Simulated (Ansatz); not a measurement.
# AlNi3: the cost of one run

Program: Ansatz 0.2.0. Level of theory: DFT PBE, scalar-relativistic, plane waves, PAW. These are calculated values, not measurements.

4 further runs of the same task are left out: 2 that didn't finish, 2 set aside as unsound or not needed.

## 1. Starting point

The structure is cubic, space group Pm-3m (No. 221). Conventional cell: a = 3.567 Å, b = 3.567 Å, c = 3.567 Å, α = 90.00°, β = 90.00°, γ = 90.00°. Al (site symmetry m-3m) is surrounded by 12 Ni at 2.52 Å. Ni (site symmetry 4/mmm) is surrounded by 4 Al at 2.52 Å and 8 Ni at 2.52 Å.

Coordinates:

```xyz
4
Lattice="3.5667 0.0000 0.0000 0.0000 3.5667 0.0000 0.0000 0.0000 3.5667" Properties=species:S:1:pos:R:3 pbc="T T T"
Al    0.0000    0.0000    0.0000
Ni    0.0000    1.7833    1.7833
Ni    1.7833    0.0000    1.7833
Ni    1.7833    1.7833    0.0000
```

It goes back to an entry of the Materials Project, which need not be the stable form.

This cell was relaxed beforehand with the same method: volume 11.34 Å³/atom, gap on the mesh none (metal), site moments up to 0.3 μB.

## 2. Bands, states and charges

Input file input.yaml:

```yaml
crystal:
  lattice:
    - [3.5666788946, 0.0, 0.0]
    - [0.0, 3.5666788946, 0.0]
    - [0.0, 0.0, 3.5666788946]
  atoms:
    - { symbol: Al, position: [0.0, 0.0, 0.0] }
    - { symbol: Ni, position: [0.0, 0.5, 0.5], spin: 0.3 }
    - { symbol: Ni, position: [0.5, 0.0, 0.5], spin: 0.3 }
    - { symbol: Ni, position: [0.5, 0.5, 0.0], spin: 0.3 }
basis:
  ecutwfc: 420
kpoints:
  mp_grid: { grid: [12, 12, 12] }
  band_path:
    path:
      - [[0.0, 0.0, 0.0], [0.0, 0.5, 0.0], [0.5, 0.5, 0.0], [0.0, 0.0, 0.0], [0.5, 0.5, 0.5], [0.0, 0.5, 0.0]]
      - [[0.5, 0.5, 0.5], [0.5, 0.5, 0.0]]
    npoints: 14
hamiltonian:
  xc: pbe
scf:
  occupations: { method: gaussian, width: 0.1 }
  n_extra_bands: 10
output:
  forces: true
  stress: true
  eigenvalues: true
  populations: true
  dos: { projected: true, de: 0.02, nscf_kmesh: { grid: [18, 18, 18] } }
  bader: true
magnetization:
  spin_polarized: true
checkpoint:
  read: start.run
  write: ck
  compress: false
  write_wavefunctions: false
  write_every: 100000
```

The run is started by

```bash
$ ansatz run input.yaml --threads 1 --pin off --max-ram 2560MiB --backend cpu --events-out ev --progress --plain --runs-dir out
```

Q: Estimate wall time and peak memory on 1 thread of Intel Xeon at 2.70GHz, shared host.

About 78 s, with a peak of 0.58 GiB.
